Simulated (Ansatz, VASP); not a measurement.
CdTe: VASP beside Ansatz

```
Cd Te
1.0
     3.12801    3.12801    0.00000
    -3.12801    3.12801    0.00000
     0.00000    3.12801    3.12801
Cd Te
1 1
Direct
  0.00000 0.00000 0.00000
  0.75000 0.25000 0.50000
```

Alike in both runs: functional LDA; k mesh 6 × 6 × 6; no spin polarisation.

Ansatz relaxed the structure, and its values are those at the end. VASP's run is a single point on that final structure, the one shown.

```csv
,VASP,Ansatz
version,VASP 6.6.1,Ansatz 0.2.0
potentials or method,"VASP PAW LDA potentials, release 64 (Cd, Te)","PAW with Ansatz's default frozen-core files, scalar-relativistic"
plane-wave cutoff (eV),520,420
occupations,"gaussian, width 0.01 eV",fixed
valence electrons in the cell,18,36
```

```tsv
	VASP	Ansatz	Ansatz less VASP
pressure (GPa)	4.4	4.0	-0.37
```

The two sets of potentials don't hold the same shells in valence.
